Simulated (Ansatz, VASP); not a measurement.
**Cross-check of GaN between VASP and Ansatz**

Wanted: the spread between two codes on one cell, functional and k mesh. The cell is taken from a series of runs on this material, whose earlier steps may have relaxed, scaled, displaced or heated it; both programs get it as it stands.

Program: Ansatz 0.2.0. Level of theory: plane waves, with VASP 6.6.1 beside it; zone-centre phonons at LDA. Results are calculated unless marked as measured.

## 1. Starting point

The structure is orthorhombic, space group Imm2 (No. 44). Conventional cell: a = 3.087 Å, b = 3.146 Å, c = 4.507 Å, α = 90.00°, β = 90.00°, γ = 90.00°. Nearest to N lie 4 Ga at 1.92 to 1.93 Å. Nearest to Ga lie 4 N at 1.92 to 1.93 Å. Farther neighbours and most contacts between anions are not listed.

Coordinates:

```cif
data_structure
_symmetry_space_group_name_H-M 'Imm2'
_symmetry_Int_Tables_number 44
_cell_length_a 3.0873
_cell_length_b 3.1455
_cell_length_c 4.5069
_cell_angle_alpha 90.000
_cell_angle_beta 90.000
_cell_angle_gamma 90.000
_cell_volume 43.77
loop_
_atom_site_label
_atom_site_type_symbol
_atom_site_symmetry_multiplicity
_atom_site_Wyckoff_symbol
_atom_site_fract_x
_atom_site_fract_y
_atom_site_fract_z
_atom_site_occupancy
N1 N 2 b 0.00000 0.50000 0.24853 1
Ga1 Ga 2 a 0.00000 0.00000 0.00147 1
```

## 2. VASP: zone-centre phonons, LDA, pair 1

Second derivatives magnify differences that forces hide, and they need a tight electronic threshold.

Lines of VASP's logs that name or quote its potential files are left out, and so is its time.

INCAR reads:

```
SYSTEM = GaN
PREC = Accurate
ENCUT = 600
EDIFF = 1E-08
NELM = 120
ISMEAR = 0
SIGMA = 0.01
LREAL = .FALSE.
ALGO = Normal
GGA = CA
NBANDS = 15
LORBIT = 11
LWAVE = .FALSE.
LCHARG = .FALSE.
ISIF = 2
IBRION = 8
LASPH = .TRUE.
GGA_COMPAT = .FALSE.
EFERMI = MIDGAP
KPAR = 2
```

POSCAR reads:

```
GaN
1.0
   -0.0205913148      2.2036417774      2.2534499591
    2.2036417774     -0.0205913148      2.2534499591
    2.1830504626      2.1830504626      0.0000000000
N Ga
1 1
Direct
    0.2514689928      0.2514689928      0.2485310072
    0.9985310072      0.9985310072      0.0014689928
```

KPOINTS reads:

```
Automatic mesh
0
Gamma
12 12 12
0 0 0
```

PAW data sets: N and Ga_d (LDA family, release 64).

Launch:

```bash
mpirun -np 2 vasp_std
```

Numbers of over 12 decimals in the logs are rounded to 6 here.

What it wrote:

```text
[banner, memory and clock lines left out]
running    2 mpi-ranks, on    1 nodes
 distrk:  each k-point on    1 cores,    2 groups
 distr:  one band on    1 cores,    1 groups

 POSCAR found type information on POSCAR N Ga
 POSCAR found :  2 types and       2 ions
 LDA part: xc-table for (Slater(with rela. corr.)+CA(PZ))
 , standard interpolation
 POSCAR, INCAR and KPOINTS ok, starting setup
 FFT: planning ... GRIDC
 FFT: planning ... GRID_SOFT
 FFT: planning ... GRID
 WAVECAR not read
 entering main loop
       N       E                     dE             d eps       ncg     rms          rms(c)
DAV:   1     0.876865692062E+02    0.87687E+02   -0.10224E+04  9385   0.236E+03
DAV:   2    -0.967374532963E+01   -0.97360E+02   -0.90634E+02  9646   0.363E+02
DAV:   3    -0.159622734050E+02   -0.62885E+01   -0.62597E+01  9415   0.769E+01
DAV:   4    -0.160335820781E+02   -0.71309E-01   -0.71293E-01 10599   0.875E+00
DAV:   5    -0.160344991496E+02   -0.91707E-03   -0.91706E-03 10001   0.940E-01    0.765E+00
DAV:   6    -0.139890754752E+02    0.20454E+01   -0.52158E+00 12586   0.446E+01    0.265E+00
DAV:   7    -0.139622255920E+02    0.26850E-01   -0.27169E-01  9751   0.642E+00    0.169E+00
DAV:   8    -0.139372251816E+02    0.25000E-01   -0.68182E-02 10122   0.302E+00    0.681E-01
DAV:   9    -0.139339991949E+02    0.32260E-02   -0.12756E-02 11549   0.257E+00    0.190E-01
DAV:  10    -0.139340323837E+02   -0.33189E-04   -0.15973E-03 10564   0.593E-01    0.709E-02
DAV:  11    -0.139339725053E+02    0.59878E-04   -0.20660E-04 12607   0.265E-01    0.828E-03
DAV:  12    -0.139339743828E+02   -0.18775E-05   -0.16808E-05  9639   0.477E-02    0.194E-03
DAV:  13    -0.139339743784E+02    0.44220E-08   -0.53416E-07 13038   0.145E-02    0.475E-04
DAV:  14    -0.139339743799E+02   -0.15125E-08   -0.26880E-08  9408   0.164E-03
   1 F= -.13933974E+02 E0= -.13933974E+02  d E =0.000000E+00
 Linear response reoptimize wavefunctions to high precision
DAV:   1    -0.139339743797E+02    0.19645E-09   -0.20052E-09  7723   0.543E-04
DAV:   2    -0.139339743797E+02   -0.42746E-10   -0.45447E-10  5467   0.201E-04
 Linear response DOF=           4
 Linear response progress:
  Degree of freedom:   1/  4
       N       E                     dE             d eps       ncg     rms          rms(c)
RMM:   1    -0.236418373087E+00   -0.23642E+00    0.90975E-02 61997   0.406E+00
RMM:   2    -0.227471039837E+00    0.89473E-02   -0.88921E-03 45126   0.105E+00    0.145E-01
RMM:   3    -0.228545233183E+00   -0.10742E-02   -0.15537E-03 50023   0.339E-01    0.711E-02
RMM:   4    -0.229776534221E+00   -0.12313E-02   -0.35992E-04 49796   0.134E-01    0.179E-02
RMM:   5    -0.229864413035E+00   -0.87879E-04   -0.12456E-05 51145   0.314E-02    0.271E-03
RMM:   6    -0.229811001106E+00    0.53412E-04   -0.85914E-07 50066   0.805E-03    0.121E-03
RMM:   7    -0.229803936252E+00    0.70649E-05   -0.40781E-08 52793   0.203E-03    0.160E-04
RMM:   8    -0.229802773575E+00    0.11627E-05   -0.50928E-09 51926   0.504E-04    0.243E-05
RMM:   9    -0.229802408650E+00    0.36493E-06   -0.18011E-10 52820   0.157E-04    0.108E-05
RMM:  10    -0.229802584901E+00   -0.17625E-06   -0.17118E-09 51748   0.671E-05    0.121E-06
RMM:  11    -0.229802582290E+00    0.26117E-08   -0.96850E-10 52547   0.334E-05    0.482E-07
 first order change of Fermi-energy   0.24314E-03
 force on displaced ion       1 direction 1 : -13.574  -0.193   0.000
 Linear response progress:
  Degree of freedom:   2/  4
       N       E                     dE             d eps       ncg     rms          rms(c)
RMM:   1    -0.236319484076E+00   -0.23632E+00    0.95037E-02 19411   0.411E+00
RMM:   2    -0.227333833452E+00    0.89857E-02   -0.90487E-03 14540   0.104E+00    0.146E-01
RMM:   3    -0.228387521348E+00   -0.10537E-02   -0.15386E-03 16068   0.335E-01    0.714E-02
RMM:   4    -0.229621223612E+00   -0.12337E-02   -0.37424E-04 15969   0.136E-01    0.177E-02
RMM:   5    -0.229693577712E+00   -0.72354E-04   -0.12112E-05 16479   0.313E-02    0.251E-03
RMM:   6    -0.229646321791E+00    0.47256E-04   -0.84112E-07 16220   0.797E-03    0.120E-03
RMM:   7    -0.229640157850E+00    0.61639E-05   -0.42433E-08 16922   0.195E-03    0.229E-04
RMM:   8    -0.229638645320E+00    0.15125E-05   -0.80495E-09 16766   0.520E-04    0.281E-05
RMM:   9    -0.229638405925E+00    0.23940E-06   -0.43450E-09 16968   0.157E-04    0.117E-05
RMM:  10    -0.229638453368E+00   -0.47444E-07   -0.33618E-09 16708   0.672E-05    0.249E-06
RMM:  11    -0.229638477950E+00   -0.24582E-07   -0.30014E-09 16830   0.354E-05    0.541E-07
RMM:  12    -0.229638474169E+00    0.37810E-08   -0.29370E-09 15766   0.248E-05    0.216E-07
 first order change of Fermi-energy   0.92914E+00
 force on displaced ion       1 direction 3 :  -0.000  -0.000 -13.988
 Linear response progress:
  Degree of freedom:   3/  4
       N       E                     dE             d eps       ncg     rms          rms(c)
RMM:   1    -0.163080431956E+00   -0.16308E+00    0.28924E-01 33261   0.932E+00
RMM:   2    -0.160974849909E+00    0.21056E-02   -0.35340E-02 51205   0.170E+00    0.561E-02
RMM:   3    -0.161190078702E+00   -0.21523E-03   -0.24123E-03 51582   0.400E-01    0.339E-02
RMM:   4    -0.160820793153E+00    0.36929E-03   -0.15268E-04 54464   0.111E-01    0.358E-03
RMM:   5    -0.160831633195E+00   -0.10840E-04   -0.11664E-05 55578   0.322E-02    0.215E-03
RMM:   6    -0.160826511145E+00    0.51220E-05   -0.14360E-06 55745   0.102E-02    0.325E-04
RMM:   7    -0.160826529898E+00   -0.18753E-07   -0.96898E-08 56484   0.357E-03    0.173E-04
RMM:   8    -0.160826687379E+00   -0.15748E-06   -0.88264E-08 56201   0.122E-03    0.381E-05
RMM:   9    -0.160826521490E+00    0.16589E-06   -0.19648E-08 56177   0.463E-04    0.904E-06
RMM:  10    -0.160826443306E+00    0.78184E-07    0.25413E-08 56473   0.192E-04    0.205E-06
RMM:  11    -0.160826436113E+00    0.71935E-08    0.34744E-08 56630   0.899E-05    0.612E-07
 first order change of Fermi-energy  -0.20067E-04
 force on displaced ion       2 direction 1 : -13.579  -0.187   0.000
 Linear response progress:
  Degree of freedom:   4/  4
       N       E                     dE             d eps       ncg     rms          rms(c)
RMM:   1    -0.163612394847E+00   -0.16361E+00    0.26572E-01 10706   0.921E+00
RMM:   2    -0.161232086135E+00    0.23803E-02   -0.34606E-02 16247   0.168E+00    0.570E-02
RMM:   3    -0.161427714873E+00   -0.19563E-03   -0.25498E-03 16543   0.402E-01    0.345E-02
RMM:   4    -0.161065656350E+00    0.36206E-03   -0.16505E-04 17280   0.111E-01    0.380E-03
RMM:   5    -0.161064986544E+00    0.66981E-06   -0.14226E-05 17880   0.318E-02    0.222E-03
RMM:   6    -0.161060685912E+00    0.43006E-05   -0.15043E-06 17693   0.999E-03    0.351E-04
RMM:   7    -0.161060092691E+00    0.59322E-06   -0.30602E-07 18168   0.343E-03    0.224E-04
RMM:   8    -0.161060317722E+00   -0.22503E-06   -0.16127E-08 17781   0.118E-03    0.285E-05
RMM:   9    -0.161060333619E+00   -0.15896E-07    0.43117E-08 18069   0.446E-04    0.124E-05
RMM:  10    -0.161060269989E+00    0.63630E-07    0.10777E-08 18057   0.183E-04    0.288E-06
RMM:  11    -0.161060257364E+00    0.12624E-07    0.14034E-08 18005   0.853E-05    0.672E-07
RMM:  12    -0.161060260207E+00   -0.28425E-08    0.22501E-09 17379   0.503E-05    0.569E-07
 first order change of Fermi-energy  -0.92801E+00
 force on displaced ion       2 direction 3 :  -0.000  -0.000 -13.977
 Linear response finished
```

From OUTCAR (step 2):

```text
ion  position               nearest neighbor table
   1  0.251  0.251  0.249-   2 1.92   2 1.92   2 1.93   2 1.93
   2  0.999  0.999  0.001-   1 1.92   1 1.92   1 1.93   1 1.93

  LATTYP: Found a body centered orthorhombic cell.
 ALAT       =     3.0872995716
 B/A-ratio  =     1.0188647172
 C/A-ratio  =     1.4598194356

 Subroutine GETGRP returns: Found  4 space group operations
 (whereof  4 operations were pure point group operations)

The static configuration has the point symmetry C_2v.

 Found    280 irreducible k-points:

   k-points           NKPTS =    280   k-points in BZ     NKDIM =    280   number of bands    NBANDS=     15

   dimension x,y,z NGX =    28 NGY =   28 NGZ =   28
   dimension x,y,z NGXF=    56 NGYF=   56 NGZF=   56

   ENCUT  =  600.0 eV  44.10 Ry    6.64 a.u.   6.30  6.30  6.17*2*pi/ulx,y,z

   NELECT =      18.0000    total number of electrons

 k-points in reciprocal lattice and weights: Automatic mesh
   0.00000000  0.00000000  0.00000000       0.001
   0.08333333  0.00000000  0.00000000       0.002
   0.16666667  0.00000000  0.00000000       0.002
   0.25000000  0.00000000  0.00000000       0.002
   0.33333333  0.00000000  0.00000000       0.002
   0.41666667  0.00000000  0.00000000       0.002
   0.50000000  0.00000000  0.00000000       0.001
   0.08333333  0.08333333  0.00000000       0.001
   0.16666667  0.08333333  0.00000000       0.002
[...]
0.25000000  0.25000000  0.50000000       0.001
  -0.25000000  0.25000000  0.50000000       0.001

 average (electrostatic) potential at core
       1 -61.5244       2 -64.2520

  Total        0.5667423      0.5667423      0.1509378      0.4256179      0.0000000      0.0000000
  in kB       41.4929387     41.4929387     11.0506196     31.1607919      0.0000000      0.0000000
  external PRESSURE =      31.3454990 kB  Pullay stress =       0.0000000 kB

  energy-cutoff  :      600.00
  volume of cell :       21.88
      direct lattice vectors                 reciprocal lattice vectors
    -0.020591315  2.203641777  2.253449959    -0.224796583  0.224796583  0.221882007
     2.203641777 -0.020591315  2.253449959     0.224796583 -0.224796583  0.221882007
     2.183050463  2.183050463  0.000000000     0.229037307  0.229037307 -0.221882007

 POSITION                                       TOTAL-FORCE (eV/Angst)
 -----------------------------------------------------------------------------------
      1.09153      1.09153      1.13335         0.000000      0.000000      0.004561
      2.18305      2.18305      4.50028        -0.000000     -0.000000     -0.004561
 -----------------------------------------------------------------------------------
    total drift:                               -0.000000     -0.000000      0.000082

 Eigenvectors and eigenvalues of the dynamical matrix
 ----------------------------------------------------

   1 f  =   17.122383 THz   107.583108 2PiTHz  571.141234 cm-1    70.812456 meV
             X         Y         Z           dx          dy          dz
      1.091525  1.091525  1.133346     0.000000    0.000000    0.912624
      2.183050  2.183050  4.500279    -0.000000   -0.000000   -0.408800

   2 f  =   16.987373 THz   106.734814 2PiTHz  566.637781 cm-1    70.254099 meV
             X         Y         Z           dx          dy          dz
      1.091525  1.091525  1.133346    -0.645284   -0.645284    0.000000
      2.183050  2.183050  4.500279     0.289151    0.289151   -0.000000

   3 f  =   16.748668 THz   105.234986 2PiTHz  558.675433 cm-1    69.266895 meV
             X         Y         Z           dx          dy          dz
      1.091525  1.091525  1.133346    -0.645235    0.645235    0.000000
      2.183050  2.183050  4.500279     0.289261   -0.289261   -0.000000

   4 f/i=    0.000261 THz     0.001638 2PiTHz    0.008695 cm-1     0.001078 meV
             X         Y         Z           dx          dy          dz
      1.091525  1.091525  1.133346    -0.289151   -0.289151   -0.000000
      2.183050  2.183050  4.500279    -0.645284   -0.645284   -0.000000

   5 f/i=    0.002536 THz     0.015937 2PiTHz    0.084608 cm-1     0.010490 meV
             X         Y         Z           dx          dy          dz
      1.091525  1.091525  1.133346     0.000000   -0.000000   -0.408800
      2.183050  2.183050  4.500279     0.000000   -0.000000   -0.912624

   6 f/i=    0.002591 THz     0.016282 2PiTHz    0.086439 cm-1     0.010717 meV
             X         Y         Z           dx          dy          dz
      1.091525  1.091525  1.133346     0.289261   -0.289261    0.000000
      2.183050  2.183050  4.500279     0.645235   -0.645235    0.000000

 ELASTIC MODULI CONTR FROM IONIC RELAXATION (kBar)
 Direction    XX          YY          ZZ          XY          YZ          ZX
 --------------------------------------------------------------------------------
 XX          -1.5588     -1.5588     -2.3887    -28.2940     -0.0000     -0.0000
 YY          -1.5588     -1.5588     -2.3887    -28.2940     -0.0000     -0.0000
 ZZ          -2.3887     -2.3887     -3.6604    -43.3572     -0.0000     -0.0000
 XY         -28.2940    -28.2940    -43.3572   -513.5674     -0.0000     -0.0000
 YZ          -0.0000     -0.0000     -0.0000     -0.0000   -502.9494    -45.4650
 ZX          -0.0000     -0.0000     -0.0000     -0.0000    -45.4650   -495.6959
 --------------------------------------------------------------------------------
```

## 3. Ansatz: zone-centre phonons, LDA, pair 1

Ansatz runs on its PAW soft_1 files.

The same cell, functional (in two slightly different forms) and mesh now go to Ansatz, which takes its cutoff from its data sets.

input.yaml reads:

```yaml
crystal:
  lattice:
    - [-0.0205913148, 2.2036417774, 2.2534499591]
    - [2.2036417774, -0.0205913148, 2.2534499591]
    - [2.1830504626, 2.1830504626, 0.0]
  atoms:
    - { symbol: "N", position: [0.2514689928, 0.2514689928, 0.2485310072] }
    - { symbol: Ga, position: [-0.0014689928, -0.0014689928, 0.0014689928] }
kpoints:
  mp_grid: { grid: [12, 12, 12] }
hamiltonian:
  xc: lda
  pseudopotentials: { kind: paw, azcp: { folder: soft_1 }, xc_functional: pbe }
scf:
  occupations: { method: fixed }
output:
  eigenvalues: true
phonons:
  method: dfpt
```

Launch:

```bash
ansatz run input.yaml --threads 4 --pin off --max-ram 10240MiB --backend cpu --events-out ev --progress --plain --runs-dir out
```

What it wrote:

```text
zone centre: on kpoints.mp_grid the ground state, and the responses unless they are solved on pairs of k-points, stand on 476 of the mesh's 1728 k-points, reduced under 2 symmetry operations, with k and −k counted as one. Each operation leaves every solved displacement unchanged or reverses it
Engine: ansatz 0.2.0, aarch64-unknown-linux-gnu
Pseudopotentials: kind: paw
Pseudopotential: N, paw, valence charge 5, recommended cutoff 420 eV (normal), soft_1/N.paw.azcp
Pseudopotential: Ga, paw, valence charge 13, recommended cutoff 420 eV (normal), soft_1/Ga.paw.azcp
Functional definition: SPW92
  exchange = slater_x
  correlation = pw_c
Crystal: 2 atoms, lattice volume = 21.884 Å³
Basis set: ecut = 420 eV, 419 PW (Γ), exchange–correlation on 48×48×48 points (8 copies of the dense FFT grid, shifted against one another)
Bands: 13, of which v1, the nominal top of the filled ones, is band 9 counted from 1 (8 counted from 0)
Symmetry: 4 space group operations
k-points: 476 of 1728 (irreducible under 2 space group operations, time reversal used)
Non-local potential: N, projectors of the file, l = 0: 2, l = 1: 2, l = 2: 1
Non-local potential: Ga, projectors of the file, l = 0: 2, l = 1: 2, l = 2: 3, l = 3: 1
PAW form: soft (Blöchl's): semilocal exchange-correlation on the pseudo side does not see the compensation charge
PAW frozen core: N, regenerated for the run's functional, and the local potential with it (the file was generated under x = pbe(κ = 0.804, μ = 0.219515), c = pbe(β = 0.066725))
PAW frozen core: Ga, regenerated for the run's functional, and the local potential with it (the file was generated under x = pbe(κ = 0.804, μ = 0.219515), c = pbe(β = 0.066725))
PAW one-centre angular grid: N, 110 points (default); XC on 64 Gauss nodes
PAW one-centre angular grid: Ga, 590 points (default); XC on 64 Gauss nodes
Initial density: superposition of atomic densities (chi_scale 0.1, normalization cell, long waves kept (reshape's long-wave potential 0.00 eV rms))
Initial wavefunctions: pseudopotential atomic-orbital guess
Functional: x = slater, c = lda
SCF iter   1: F=—  HF=-4082.736643 eV  |F-HF|=—  |Δ(HF+E_count)|=         —  Δρ=1.08e-1  dr2=2.26e0  ethr=3.10e-3  ⟨swp⟩=4.0  Hψ=27512  notcnv=0  defer=616
preconditioner: auto → none  [insulator: Δε(μ)=2.824 eV  Ē_g=19.394 eV  n_scr=8 (ndim 8)  ℏωp=33.7 eV  f_vac=0.000  ε∞_Penn≈4.0]
SCF iter   2: F=—  HF=-4082.206362 eV  |F-HF|=—  |Δ(HF+E_count)|=   5.30e-1  Δρ=5.92e-2  dr2=4.69e-1  ethr=3.10e-3  ⟨swp⟩=2.1  Hψ=15101  notcnv=0  defer=127
SCF iter   3: F=—  HF=-4082.089927 eV  |F-HF|=—  |Δ(HF+E_count)|=   1.16e-1  Δρ=1.91e-2  dr2=3.94e-2  ethr=2.61e-3  ⟨swp⟩=2.0  Hψ=8653  notcnv=0  defer=951
SCF iter   4: F=—  HF=-4082.082190 eV  |F-HF|=—  |Δ(HF+E_count)|=   7.74e-3  Δρ=7.80e-3  dr2=5.73e-3  ethr=2.19e-4  ⟨swp⟩=2.0  Hψ=12104  notcnv=0  defer=952
SCF iter   5: F=—  HF=-4082.079340 eV  |F-HF|=—  |Δ(HF+E_count)|=   2.85e-3  Δρ=8.79e-4  dr2=4.69e-5  ethr=3.18e-5  ⟨swp⟩=2.0  Hψ=11308  notcnv=0  defer=952
SCF iter   6: F=—  HF=-4082.079326 eV  |F-HF|=—  |Δ(HF+E_count)|=   1.40e-5  Δρ=1.30e-4  dr2=1.71e-6  ethr=2.60e-7  ⟨swp⟩=2.0  Hψ=9114  notcnv=0  defer=63
SCF iter   7: F=—  HF=-4082.079327 eV  |F-HF|=—  |Δ(HF+E_count)|=   2.61e-7  Δρ=1.42e-5  dr2=2.05e-8  ethr=9.49e-9  ⟨swp⟩=2.5  Hψ=9389  notcnv=0
SCF iter   8: F=—  HF=-4082.079327 eV  |F-HF|=—  |Δ(HF+E_count)|=   3.10e-9  Δρ=1.25e-6  dr2=2.37e-10  ethr=1.14e-10  ⟨swp⟩=2.0  Hψ=8176  notcnv=0
SCF iter   9: F=-4082.079327 eV  HF=-4082.079327 eV  |F-HF|=9.55e-12  |Δ(HF+E_count)|=  6.73e-11  Δρ=3.21e-7  dr2=1.30e-11  ethr=1.00e-12  ⟨swp⟩=6.0  Hψ=32253  notcnv=0
SCF 1 converged in 9 iterations: F = -4082.079327 eV  dr2 = 1.30e-11
  greatest PAW one-centre occupation: 0.996 electrons in one spin orbital (limit 2), on the Ga atom at site 1 (counted from 0), in its partial waves of l = 2
DFPT response loops at Γ: preconditioner auto → none (the input reference at scf.mixing.eps_inf says where Resta's filter doesn't serve); β = 0.50; Broyden in place of MSR1
SCF converged after 9 iterations
Free energy (F): -4082.079327 eV
Harris-Foulkes:  -4082.079327 eV  (|F-HF|=9.55e-12)
Internal energy: -4082.079327 eV  (E = F + TS)
E sigma→0 (E₀):  -4082.079327 eV
Fermi energy:    10.073845 eV
--- Per-component energies (eV) ---
  E_band       = -2.269283
  E_kinetic    = 242.216013
  E_local      = -1381.922516  (includes V_loc(G=0)·N_el)
  E_nonlocal   = -51.745855
  E_hartree    = 880.371490
  E_xc         = -122.001818
  E_vxc        = -131.638125  (∫ρ·V_xc dr)
  E_paw        = -2039.365502  (= ΣΔE_a)
  E_vpaw       = -439.922411  (= ΣTr[D̂ρ^β])
  E_aug_tail   = 0.000610  (compensation charges beyond the density's cutoff)
  E_ewald      = -1611.440273
  E_core_change = 1.808525  (= ΣΔE_core)
  E_smearing   = -0.000000  (= −TS)
  E_closure    = 0.000000  (closes the sum)
  Σ components = -4082.079327   (vs F -4082.079327, Δ=0.00e0)
--- Band table (eV; the first three rows and the last of 476) ---
  k-point 0: bands = [... 5 lower, -3.3103, 9.8893, 9.9366, 10.0738, 11.9857, 20.1334, 20.4252, 20.5848]
  k-point 1: bands = [... 5 lower, -3.3123, 9.2042, 9.8579, 9.8723, 12.5970, 20.1249, 20.2779, 20.5917]
  k-point 2: bands = [... 5 lower, -3.3141, 7.7296, 9.6402, 9.6534, 13.5079, 19.3922, 20.5918, 20.7747]
  k-point 475: bands = [... 5 lower, -1.5325, 3.4008, 7.0545, 7.3379, 13.3288, 16.9760, 21.5735, 24.1911]
--- Phonons (Γ-DFPT): 4 representative perturbations + reference, on 476 of 1728 k-points (Σ response iterations 12) ---
  k mesh reduced under 2 symmetry operations, with k and −k counted as one. Each operation leaves every solved displacement unchanged or reverses it
  ASR residual: 2.487e-4 → 0.000e0 eV/Å²; symmetrization residual: 1.545e-6 eV/Å²
  ASR residual per site (eV/Å²): 2.49e-4 6.46e-5
  Γ frequencies (cm⁻¹): 0.00 0.00 0.00 553.54 561.76 565.85
  non-analytic LO–TO correction: not included (Born effective charges unavailable; polar crystals: no LO–TO splitting at Γ)
```

Reading the cycles: dr2 is the Hartree energy of the density residual (eV), the measure of convergence; HF is the Harris–Foulkes estimate of the energy, which meets the free energy F at convergence.

(Continued in part 2 of 2.)

[Lines on the potential files, build, host, timing and source positions are cut from VASP's logs without a mark.]

[Logs are printed without paths, hosts, clocks, repeated set-up lines and the standing remarks that a program may print on its own settings, such as how far it seeks lower states.]

[Hosts, paths, dates, database ids (printed as entryN), source tags and the programs' standing remarks are cut or masked in the printed files.]
